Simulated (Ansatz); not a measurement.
Crystal: Hf.

```
Hf
1.0
     3.19670    0.00000    0.00000
    -1.59835    2.76842    0.00000
     0.00000    0.00000    5.05780
Hf
2
Cartesian
  1.5984 0.9228 3.7934
  0.0000 1.8456 1.2645
```

Base run:

```yaml
Program: Ansatz 0.2.0
Functional: RPBE
Potentials_or_basis: all-electron LAPW, scalar-relativistic
Cutoff: 213 eV (chosen from the basis error)
Basis_error_allowed: 0.001 eV/atom
k_mesh: 10 × 10 × 5
Occupations: gaussian, width 0.02 eV
Spin: no spin polarisation
```

Its results: band gap on the k mesh none (metal or under the smearing width); pressure 3.5 GPa.

Question: The run is repeated on the same cell with these changes: functional from RPBE to PBE; occupations from gaussian, width 0.02 eV to gaussian, width 0.016 eV. What comes out?

Answer: Band gap on the k mesh none (metal or under the smearing width); pressure 0.6 GPa.
